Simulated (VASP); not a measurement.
Zr: band structure with PBE

Zr:

```
CELL_PARAMETERS angstrom
3.23203 0.00000 0.00000
-1.61601 2.79902 0.00000
0.00000 0.00000 5.17009
ATOMIC_POSITIONS crystal
Zr 0.33333 0.66667 0.25000
Zr 0.66667 0.33333 0.75000
```

```yaml
Program: VASP 6.6.1
Task: band structure
Functional: PBE
Potentials_or_basis: VASP PAW PBE potentials, release 64 (Zr_sv)
Cutoff: 520 eV
k_mesh: 15 × 15 × 8
Occupations: gaussian, width 0.1 eV
Spin: no spin polarisation
Further_INCAR_settings: ALGO = Fast; EDIFF = 1e-07
```

| Item | Value |
| --- | --- |
| Band gap along the path | none (metal or under the smearing width) |

Levels at the corners of the path, in eV from the Fermi level:
| point | band 9 | band 10 | band 11 | band 12 | band 13 | band 14 | band 15 | band 16 |
| --- | --- | --- | --- | --- | --- | --- | --- | --- |
| Γ | -5.67 | -3.04 | 0.85 | 0.85 | 0.95 | 1.10 | 1.53 | 1.53 |
| M | -2.57 | -2.52 | -2.15 | -0.23 | 0.54 | 0.73 | 1.41 | 4.91 |
| M | -2.57 | -2.52 | -2.15 | -0.23 | 0.54 | 0.73 | 1.41 | 4.87 |
| K | -2.09 | -1.36 | -1.36 | -1.14 | 0.24 | 0.24 | 1.76 | 4.25 |
| K | -2.09 | -1.36 | -1.36 | -1.14 | 0.24 | 0.24 | 1.76 | 4.25 |
| Γ | -5.67 | -3.04 | 0.85 | 0.85 | 0.95 | 1.10 | 1.53 | 1.53 |
| Γ | -5.67 | -3.04 | 0.85 | 0.85 | 0.95 | 1.10 | 1.53 | 1.53 |
| A | -3.98 | -3.98 | 0.00 | 0.00 | 0.76 | 0.76 | 0.76 | 0.76 |
| A | -3.98 | -3.98 | 0.00 | 0.00 | 0.76 | 0.76 | 0.76 | 0.76 |
| L | -2.87 | -2.87 | -1.08 | -1.08 | 1.59 | 1.59 | 2.20 | 2.20 |
| L | -2.87 | -2.87 | -1.08 | -1.08 | 1.59 | 1.59 | 2.20 | 2.20 |
| H | -1.45 | -1.45 | -1.28 | -1.28 | -0.05 | -0.05 | 2.00 | 2.00 |
| H | -1.45 | -1.45 | -1.28 | -1.28 | -0.05 | -0.05 | 2.00 | 2.00 |
| A | -3.98 | -3.98 | 0.00 | 0.00 | 0.76 | 0.76 | 0.76 | 0.76 |
| L | -2.87 | -2.87 | -1.08 | -1.08 | 1.59 | 1.59 | 2.20 | 2.20 |
| M | -2.57 | -2.52 | -2.15 | -0.23 | 0.54 | 0.73 | 1.41 | 4.88 |
| K | -2.09 | -1.36 | -1.36 | -1.14 | 0.24 | 0.24 | 1.76 | 4.25 |
| H | -1.45 | -1.45 | -1.28 | -1.28 | -0.05 | -0.05 | 2.00 | 2.00 |

Wall time 77 s on 1 thread of Intel(R) Xeon(R) 6975P-C (Granite Rapids), on a shared host, peak memory 0.23 GiB.

Caveat: the log is that of the step along the path at fixed density, whose energy, stress, charges and moments have no meaning.
